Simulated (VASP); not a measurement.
# Nb (Fm-3m) in VASP: further runs

One crystal, Nb, is run at these levels: r2SCAN, r2SCAN+rVV10; tasks: relaxation of cell and atoms.

All numbers are computed with VASP 6.6.1; they aren't measurements. Logs are shortened: lines on timing, memory, paths and dates and some standing lists are left out, and cuts for length are marked.

## (1) The crystal as given

The structure is cubic, space group Fm-3m (No. 225). The conventional cell has a = 4.160 Å, b = 4.160 Å, c = 4.160 Å, α = 90.00°, β = 90.00°, γ = 90.00°. Nb (site symmetry m-3m) has 12 Nb at 2.94 Å as nearest neighbours.

This isn't the form of Nb at room conditions, which is bcc.

## (2) Relaxation of cell and atoms, r2SCAN

File INCAR:

```
ALGO = Normal
EDIFF = 1E-7
EDIFFG = -0.005
ENCUT = 600
IBRION = 2
ISIF = 3
ISMEAR = 0
LASPH = T
LCHARG = F
LMIXTAU = T
LREAL = F
LWAVE = F
METAGGA = R2SCAN
NELM = 100
NSW = 90
PREC = Accurate
SIGMA = 0.1
```

File KPOINTS:

```
k-points
0
Gamma
  18 18 18
```

File POSCAR:

```
Nb
1.0
    0.0000000000      2.0800838200      2.0800838200
    2.0800838200      0.0000000000      2.0800838200
    2.0800838200      2.0800838200      0.0000000000
Nb
1
Direct
    0.0000000000      0.0000000000      0.0000000000
```

Potentials or basis: VASP PAW PBE potentials, release 64 (Nb_sv).

Started as:

```sh
$ cat potpaw_PBE.64/Nb_sv/POTCAR > POTCAR
$ mpirun -np 1 vasp_std > vasp.out
```

OUTCAR:

```text
EDIFF = 1E-7
   EDIFFG = -0.005
   ENCUT = 600
   IBRION = 2
   ISIF = 3
   ISMEAR = 0
   LASPH = T
   LREAL = F
   METAGGA = R2SCAN
   NELM = 100
   NSW = 90
   PREC = Accurate

 ion  position               nearest neighbor table
   1  0.000  0.000  0.000-

  LATTYP: Found a face centered cubic cell.
 ALAT       =     4.1601676400

  Lattice vectors:

 A1 = (   0.0000000000,   2.0800838200,   2.0800838200)
 A2 = (   2.0800838200,   0.0000000000,   2.0800838200)
 A3 = (   2.0800838200,   2.0800838200,   0.0000000000)

Analysis of symmetry for initial positions (statically):
=====================================================================
 Subroutine PRICEL returns:
 Original cell was already a primitive cell.

 Routine SETGRP: Setting up the symmetry group for a
 face centered cubic supercell.

 Subroutine GETGRP returns: Found 48 space group operations
 (whereof 48 operations were pure point group operations)
 out of a pool of 48 trial point group operations.

The static configuration has the point symmetry O_h .

Analysis of symmetry for dynamics (positions and initial velocities):
=====================================================================
 Subroutine PRICEL returns:
 Original cell was already a primitive cell.

 Routine SETGRP: Setting up the symmetry group for a
 face centered cubic supercell.

 Subroutine GETGRP returns: Found 48 space group operations
 (whereof 48 operations were pure point group operations)
 out of a pool of 48 trial point group operations.

The dynamic configuration has the point symmetry O_h .

 Subroutine INISYM returns: Found 48 space group operations
 (whereof 48 operations are pure point group operations),
 and found     1 'primitive' translations

----------------------------------------------------------------------------------------

                                     Primitive cell

  volume of cell :      18.0000

  direct lattice vectors                    reciprocal lattice vectors
     0.000000000  2.080083820  2.080083820    -0.240374929  0.240374929  0.240374929
     2.080083820  0.000000000  2.080083820     0.240374929 -0.240374929  0.240374929
     2.080083820  2.080083820  0.000000000     0.240374929  0.240374929 -0.240374929

  length of vectors
     2.941682749  2.941682749  2.941682749     0.416341589  0.416341589  0.416341589

  position of ions in fractional coordinates (direct lattice)
     0.000000000  0.000000000  0.000000000

  ion indices of the primitive-cell ions
   primitive index   ion index
                 1           1

----------------------------------------------------------------------------------------

 KPOINTS: k-points

Automatic generation of k-mesh.
 Grid dimensions read from file:
 generate k-points for:   18   18   18

 Generating k-lattice:

  Cartesian coordinates                     Fractional coordinates (reciprocal lattice)
    -0.013354163  0.013354163  0.013354163     0.055555556  0.000000000  0.000000000
     0.013354163 -0.013354163  0.013354163     0.000000000  0.055555556  0.000000000
     0.013354163  0.013354163 -0.013354163     0.000000000  0.000000000  0.055555556

  Length of vectors
     0.023130088  0.023130088  0.023130088

  Shift w.r.t. Gamma in fractional coordinates (k-lattice)
     0.000000000  0.000000000  0.000000000

 Subroutine IBZKPT returns following result:
 ===========================================

 Found    195 irreducible k-points:

 Following reciprocal coordinates:
            Coordinates               Weight
  0.000000  0.000000  0.000000      1.000000
  0.055556  0.000000  0.000000      8.000000
  0.111111  0.000000  0.000000      8.000000
  0.166667  0.000000  0.000000      8.000000
  0.222222  0.000000  0.000000      8.000000
  0.277778  0.000000  0.000000      8.000000
[... 16 lines left out ...]
 -0.277778  0.055556  0.000000     24.000000
 -0.222222  0.055556  0.000000     24.000000
 [... further k-points ...]
   k-points           NKPTS =    195   k-points in BZ     NKDIM =    195   number of bands    NBANDS=     10
   number of dos      NEDOS =    301   number of ions     NIONS =      1
   total plane-waves  NPLWV =  13824
   dimension x,y,z NGX =    24 NGY =   24 NGZ =   24
   dimension x,y,z NGXF=    48 NGYF=   48 NGZF=   48
   ions per type =               1
   NGX,Y,Z   is equivalent  to a cutoff of  13.56, 13.56, 13.56 a.u.
   NGXF,Y,Z  is equivalent  to a cutoff of  27.13, 27.13, 27.13 a.u.
 SYSTEM =  unknown system
   PREC   = accura    normal or accurate (medium, high low for compatibility)
   ISTART =      0    job   : 0-new  1-cont  2-samecut
   ICHARG =      2    charge: 1-file 2-atom 10-const
   ISPIN  =      1    spin polarized calculation?
   LNONCOLLINEAR =      F non collinear calculations
   LSORBIT =      F    spin-orbit coupling
   LASPH  =      T    aspherical Exc in radial PAW
   ENCUT  =  600.0 eV  44.10 Ry    6.64 a.u.   5.88  5.88  5.88*2*pi/ulx,y,z
   NELM   =    100;   NELMIN=  2; NELMDL= -5     # of ELM steps
   EDIFF  = 0.1E-06   stopping-criterion for ELM
   LREAL  =      F    real-space projection
   EDIFFG = -.5E-02   stopping-criterion for IOM
   NSW    =     90    number of steps for IOM
   IBRION =      2    ionic relax: 0-MD 1-quasi-New 2-CG
   NFREE  =      1    steps in history (QN), initial steepest desc. (CG)
   ISIF   =      3    stress and relaxation
   ISYM   =      2    0-nonsym 1-usesym 2-fastsym
   POTIM  = 0.5000    time-step for ionic-motion
   TEBEG  =    0.0;   TEEND  =   0.0 temperature during run
   PSTRESS=    0.0 pullay stress
   NELECT =      13.0000    total number of electrons
   NUPDOWN=      -1.0000    fix difference up-down
   EMIN   =  10.00;   EMAX   =-10.00  energy-range for DOS
   EFERMI =   0.00;   METHOD = LEGACY
   ISMEAR =     0;   SIGMA  =   0.10  broadening in eV -4-tet -1-fermi 0-gaus
   EFERMI_NEDOS =   21; number of points for ismear=-14 and -15
   IALGO  =     38    algorithm
   IMIX   =      4    mixing-type and parameters
     AMIX     =   0.40;   BMIX     =  1.00
     AMIX_MAG =   1.60;   BMIX_MAG =  1.00
  volume/ion in A,a.u.               =      18.00       121.47
  Fermi-wavevector in a.u.,A,eV,Ry     =   1.468808  2.775645 29.353179  2.157398
  Thomas-Fermi vector in A             =   2.584261
   LORBIT       =      0    0 simple, 1 ext, 2 COOP (PROOUT), +10 PAW based schemes
   METAGGA = R2SCAN    functional components
   LHFCALC =     F    Hartree Fock is set to
   AEXX    =    0.0000 exact exchange contribution
   IVDW    =     0    specifies the selected vdW correction
   LEPSILON=     F    determine dielectric tensor
   LRPA    =     F    only Hartree local field effects (RPA)
 conjugate gradient relaxation of ions
 non-spin polarized calculation
 Gauss-broadening in eV      SIGMA  =   0.10
  energy-cutoff  :      600.00
  volume of cell :       18.00
 maximum number of plane-waves:       620
   NGX = 11   NGY = 11   NGZ = 11

--------------------------------------- Ionic step        1  -------------------------------------------

 number of electron      13.0000000 magnetization

 Free energy of the ion-electron system (eV)
  ---------------------------------------------------
  ext. energy  EPLUGINS =         0.00000000
  ---------------------------------------------------
  free energy    TOTEN  =       -24.50086988 eV

  energy without entropy =      -24.49494988  energy(sigma->0) =      -24.49790988

------------------------ aborting loop because EDIFF is reached ----------------------------------------

  FORCE on cell =-STRESS in cart. coord.  units (eV):
  Direction    XX          YY          ZZ          XY          YZ          ZX
  --------------------------------------------------------------------------------------
  -------------------------------------------------------------------------------------
  Total        0.7464754      0.7464754      0.7464754      0.0000000     -0.0000000      0.0000000
  in kB       66.4436650     66.4436650     66.4436650      0.0000000     -0.0000000      0.0000000
  external PRESSURE =      66.4436650 kB  Pullay stress =       0.0000000 kB
[... 90 lines left out ...]
  energy  without entropy=      -24.5083564667  energy(sigma->0) =      -24.51140970

--------------------------------------- Ionic step        4  -------------------------------------------

 number of electron      13.0000001 magnetization

 Free energy of the ion-electron system (eV)
  ---------------------------------------------------
  ext. energy  EPLUGINS =         0.00000000
  ---------------------------------------------------
  free energy    TOTEN  =       -24.51446890 eV

  energy without entropy =      -24.50836725  energy(sigma->0) =      -24.51141807

 E-fermi :  11.0347     XC(G=0): -13.4101

 val. band max:       11.0258600074   @ k =   0.5000   0.0000   0.0000
 cond. band min:      11.0405398057   @ k =   0.3889   0.1111   0.0556
 fundamental gap:      0.0146797983
 Fermi energy:        11.0346502319

 k-point     1 :       0.0000    0.0000    0.0000
  band No.  band energies     occupation
      1     -45.5949      2.00000
      2     -20.2183      2.00000
      3     -20.2183      2.00000
      4     -20.2183      2.00000
      5       4.4148      2.00000
      6      11.1657      0.06382
      7      11.1657      0.06382
      8      11.1657      0.06382
      9      14.0073      0.00000
     10      14.0073      0.00000
[... 287 lines left out ...]
 k-point    24 :      -0.2222    0.0556    0.0000
  band No.  band energies     occupation
      1     -45.4899      2.00000
      2     -20.8502      2.00000
      3     -20.3398      2.00000
      4     -20.2829      2.00000
      5       6.3258      2.00000
      6      10.1573      2.00000
      7      11.5538      0.00000
      8      11.6839      0.00000
      9      13.5424      0.00000
     10      14.4301      0.00000

 [... further k-points ...]
[... 5 lines left out ...]
  --------------------------------------------------------------------------------------
  -------------------------------------------------------------------------------------
  Total       -0.0002668     -0.0002668     -0.0002668      0.0000000     -0.0000000      0.0000000
  in kB       -0.0228881     -0.0228881     -0.0228881      0.0000000     -0.0000000      0.0000000
  external PRESSURE =      -0.0228881 kB  Pullay stress =       0.0000000 kB
[... 16 lines left out ...]
  FREE ENERGIE OF THE ION-ELECTRON SYSTEM (eV)
  ---------------------------------------------------
  free  energy   TOTEN  =       -24.5144688971 eV

  energy  without entropy=      -24.5083672517  energy(sigma->0) =      -24.51141807

 reached required accuracy - stopping structural energy minimisation
```

It took 4.7 min on 1 thread of Intel Xeon Platinum 8488C (Sapphire Rapids), shared host; peak memory 0.2 GiB.

What came out:

| Property | Result |
| --- | --- |
| Free energy | -24.5145 eV |
| Relaxed volume | 18.67 Å³/atom |
| Relaxed cell | a = 2.978 Å, b = 2.978 Å, c = 2.978 Å, α = 60.00°, β = 60.00°, γ = 60.00° |
| Space group after relaxing (to 0.05 Å) | Fm-3m (No. 225) |
| Energy gained by relaxing | 13.6 meV/atom |
| Ionic steps | 4 |
| Pressure after relaxing | 0.0 GPa |
| Band gap on the k mesh | none (metal or under the smearing width) |

Step by step:
| step | energy change (eV) | largest force (eV/Å) | pressure (GPa) | volume (Å³) |
| --- | --- | --- | --- | --- |
| 1 | 0.0000 | 0.0000 | 6.64 | 18.00 |
| 2 | 0.0323 | 0.0000 | -10.39 | 20.02 |
| 3 | -0.0136 | 0.0000 | -0.13 | 18.69 |
| 4 | -0.0136 | 0.0000 | 0.00 | 18.67 |

Final structure:
```
CELL_PARAMETERS angstrom
0.00000 2.10576 2.10576
2.10576 0.00000 2.10576
2.10576 2.10576 0.00000
ATOMIC_POSITIONS crystal
Nb 0.00000 0.00000 0.00000
```

Caveat: the PAW data sets were made with another functional, which shifts forces and pressure a little.

(Continued in part 2 of 2.)
